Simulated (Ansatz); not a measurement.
# InSe: the cost of one run

Computed with Ansatz 0.2.0 (DFT PBE+D3(BJ), scalar-relativistic, plane waves, PAW, unless a step's input says otherwise).

A COD entry behind a cell of this session may itself be a prediction, so a difference from it is no test against experiment.

2 further runs of the same task are left out: 2 set aside as unsound or not needed.

## (1) The structure to begin with

The structure is trigonal, space group R3m (No. 160). The conventional cell has a = 4.036 Å, b = 4.036 Å, c = 24.910 Å, α = 90.00°, β = 90.00°, γ = 120.00°. In (site symmetry 3m) has 3 Se at 2.66 Å and 1 In at 2.79 Å as nearest neighbours. Se (site symmetry 3m) is surrounded by 3 In at 2.66 Å.

Coordinates:

```cif
data_structure
_symmetry_space_group_name_H-M 'R3m:H'
_symmetry_Int_Tables_number 160
_cell_length_a 4.0364
_cell_length_b 4.0364
_cell_length_c 24.9100
_cell_angle_alpha 90.000
_cell_angle_beta 90.000
_cell_angle_gamma 120.000
_cell_volume 351.47
loop_
_atom_site_label
_atom_site_type_symbol
_atom_site_symmetry_multiplicity
_atom_site_Wyckoff_symbol
_atom_site_fract_x
_atom_site_fract_y
_atom_site_fract_z
_atom_site_occupancy
In1 In 3 a 0.66667 0.33333 0.33329 1
In2 In 3 a 0.66667 0.33333 0.22116 1
Se1 Se 3 a 0.33333 0.66667 0.05153 1
Se2 Se 3 a 0.00000 0.00000 0.16966 1
```

This cell was relaxed beforehand with the same method: volume 29.29 Å³/atom, gap on the mesh 0.30 eV.

## (2) Static run: bands, density of states and charges

Input file input.yaml:

```yaml
crystal:
  lattice:
    - [2.018197225, 1.1652067111, 8.3033250854]
    - [-2.018197225, 1.1652067111, 8.3033250854]
    - [0.0, -2.3304134223, 8.3033250854]
  atoms:
    - { symbol: In, position: [4.75051e-05, 4.75051e-05, 4.75051e-05] }
    - { symbol: In, position: [0.112176689, 0.112176689, 0.112176689] }
    - { symbol: Se, position: [0.6151385375, 0.6151385375, 0.6151385375] }
    - { symbol: Se, position: [0.8303372684, 0.8303372684, 0.8303372684] }
basis:
  ecutwfc: 420
kpoints:
  mp_grid: { grid: [12, 12, 12] }
  band_path:
    path:
      - [[0.0, 0.0, 0.0], [-0.5, -0.5, -0.5], [-0.5, -0.17979503, -0.82020497]]
      - [[-0.17979503, 0.17979503, -0.5], [0.0, 0.0, -0.5], [0.0, 0.0, 0.0], [0.0, 0.33989752, -0.33989752]]
      - [[-0.33989752, 0.0, -0.66010248], [-0.5, 0.0, -0.5], [0.0, 0.0, 0.0]]
    npoints: 14
hamiltonian:
  xc: pbe
  dispersion: d3bj
scf:
  occupations: { method: gaussian, width: 0.02 }
  n_extra_bands: 10
output:
  forces: true
  stress: true
  eigenvalues: true
  populations: true
  dos: { projected: true, de: 0.02, nscf_kmesh: { grid: [18, 18, 18] } }
  bader: true
  write_density: true
  write_potential: true
  elf: true
  volumetric_format: npy
```

Started as:

```
ansatz run input.yaml --threads 1 --pin off --max-ram 2560MiB --backend cpu --events-out ev --progress --plain --runs-dir out
```

Q: Estimate wall time and peak memory on 1 thread of Intel Xeon at 2.50GHz (Skylake/Cascade Lake), shared host.

About 10 min, with a peak of 1.6 GiB.
